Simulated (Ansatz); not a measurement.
## A series in volume scale on Sb

All results are calculated (Ansatz 0.2.0). Plane-wave DFT, scalar-relativistic PAW made under PBE with cores redone for the functional, no dispersion; the given relaxed cell is scaled uniformly, energy at zero smearing counts from the unscaled cell, pressure at the given Fermi-Dirac smearing is positive in compression.

The cell before it is scaled or strained (space group P6_3/mmc, No. 194):
```
cell vectors (Å)
   3.3671     0.0000     0.0000
  -1.6836     2.9160     0.0000
   0.0000     0.0000    11.4324
atoms (fractions of the cell vectors)
Sb  1.00000  1.00000  0.00000
Sb  1.00000  1.00000  0.50000
Sb  0.33333  0.66667  0.25000
Sb  0.66667  0.33333  0.75000
```

Settings of every row: spin polarised no; functional RPBE; wave cutoff 420 eV; smearing width 0.1 eV; k mesh 12x12x3.

Atom starting moment: 0 on all atoms.

Limits: the cell comes from a prototype or a list of computed structures and needn't be the stable phase.

```
row  volume scale  V (Å³/atom)  pressure (GPa)  energy change per atom (meV)
  1          0.88       24.695            9.75                         93.62
  2          0.92       25.817               ?                             ?
  3          0.96        26.94            2.71                          9.72
  4          1.04       29.185           -1.86                          6.42
  5          1.08       30.307           -3.48                         25.79
  6          1.12        31.43           -4.76                         55.44
```

Question: what pressure and energy change per atom should row 2 give?

Worked fit of pressure. Take u = (V_r/V)^(2/3) − 1 with V_r = 29.185 Å³ an atom, which is twice the finite (Eulerian) strain; such expansions in the strain, on which the Birch-Murnaghan equation of state is built, carry the rest volume and the bulk modulus. The shown rows have u = 0.11781, 0.05481, 0, -0.02484, -0.0482. Least squares give pressure = −1.871 + 71.006 × u + 234.24 × u² GPa; a straight line predicts inner rows, each left out in turn, worse (root mean square 0.78 against 0.025 GPa). The rows lie off it by 0.00, -0.01, 0.01, 0.01, -0.01. The pressure vanishes at u = 0.0244, or V = 28.15 Å³ an atom, and there the bulk modulus at fixed shape and fractions is B = −V dP/dV = (2/3)(1 + u) dP/du = 56.3 GPa. Letting shape and atoms relax would as a rule lower it, by much in layered, chain or molecular crystals. The withheld row has u = 0.08518, so the fit gives −1.871 + 71.006 × (0.08518) + 234.24 × (0.08518)² = 5.88 GPa.

The calculation gave 5.85 GPa. The fit lies 0.03 GPa (0.21 % of the column's range) above it; its largest miss of a shown row is 0.01 GPa.

Worked fit of energy change per atom. Take u = (V_r/V)^(2/3) − 1 with V_r = 29.185 Å³ an atom, which is twice the finite (Eulerian) strain; such expansions in the strain, on which the Birch-Murnaghan equation of state is built, carry the rest volume and the bulk modulus. The shown rows have u = 0.11781, 0.05481, 0, -0.02484, -0.0482. Least squares give energy change per atom = 6.2 − 513.56 × u + 10650.52 × u² meV; a straight line predicts inner rows, each left out in turn, worse (root mean square 35 against 0.55 meV). The rows lie off it by 0.10, -0.33, 0.22, 0.26, -0.26 (root mean square 0.25 meV). The withheld row has u = 0.08518, so the fit gives 6.2 − 513.56 × (0.08518) + 10650.52 × (0.08518)² = 39.73 meV.

The calculation gave 39.39 meV. The fit lies 0.34 meV (0.39 % of the column's range) above it; its largest miss of a shown row is 0.33 meV.
